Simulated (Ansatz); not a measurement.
Theory: DFT PBE, scalar-relativistic, plane waves, PAW in Ansatz. All cells share a 420 eV cutoff and Γ-centred k meshes spaced at most about 0.3 Å⁻¹ (2π included). No spin polarisation.

All energies are static (0 K, no zero-point motion).

Two relaxed structures of BaH₄:

1.

```xyz
5
Lattice="2.2908 1.3226 3.5363 -2.2908 1.3226 3.5363 0.0000 -2.6452 3.5363" Properties=species:S:1:pos:R:3 pbc="T T T"
Ba    0.0000    0.0000    0.0000
H     0.0000    0.0000    7.8597
H     0.0000    0.0000    2.7491
H     0.0000    0.0000    4.9192
H     0.0000    0.0000    5.6896
```

2.

```xyz
5
Lattice="-2.1815 2.1815 3.3757 2.1815 -2.1815 3.3757 2.1815 2.1815 -3.3757" Properties=species:S:1:pos:R:3 pbc="T T T"
Ba    0.0000    0.0000    0.0000
H     2.1815    0.0000    1.6878
H     0.0000    2.1815    1.6878
H     0.0000    0.0000    2.9932
H     0.0000    0.0000    3.7582
```

Question: Which form is favoured at zero pressure, and by what margin per atom?

Answer: Cell 1 is lower, by 3 meV/atom. Cell 1 has space group R-3m (No. 166), 12.9 Å³/atom and a gap of 2.65 eV on its mesh; cell 2 has space group I4/mmm (No. 139), 12.9 Å³/atom and a gap of 2.35 eV. Counting H atoms around Ba (those within 1.25 times the shortest such distance or 1.15 times the sum of covalent radii, 1.27 where that leaves under three; a plus sign parts nearer from farther groups), cell 1 has Ba 14+6 and cell 2 has Ba 18. Cell 1 and cell 2 both hold H–H pairs as short as in free H₂ molecules. In cell 1, Ba is surrounded by 8 H at 2.75–2.76 Å, 6 H at 2.98 Å and 6 H at 3.41 Å; around H on its first site lie 1 H at 2.17 Å, 3 H at 2.71 Å and 4 Ba at 2.75–2.76 Å; H on its second site has 1 H at 0.77 Å, 1 H at 2.17 Å, 3 H at 2.71 Å, 4 H at 2.94–2.98 Å and 3 Ba at 2.98 Å. In cell 2, Ba has 8 H at 2.76 Å and 10 H at 2.99–3.11 Å; H on a site of symmetry -4m2 has 4 H at 2.54 Å, 4 Ba at 2.76 Å and 8 H at 3.01–3.09 Å; H on a site of symmetry 4mm is surrounded by 1 H at 0.77 Å, 4 H at 2.54 Å, 5 Ba at 2.99–3.11 Å and 4 H at 3.01 Å. Origin: cell 1, invented, then shaken at random and relaxed again; cell 2, invented. Checks on cell 1: phonons real on a 2×2×2 q mesh, imaginary between its points (to 12i cm⁻¹, which can come from the interpolation).

Kohn–Sham gaps at this level usually fall short of measured ones. With hydrogen, zero-point motion can shift such differences by 10 meV/atom or more. Cells relaxed within their symmetry can be saddle points.
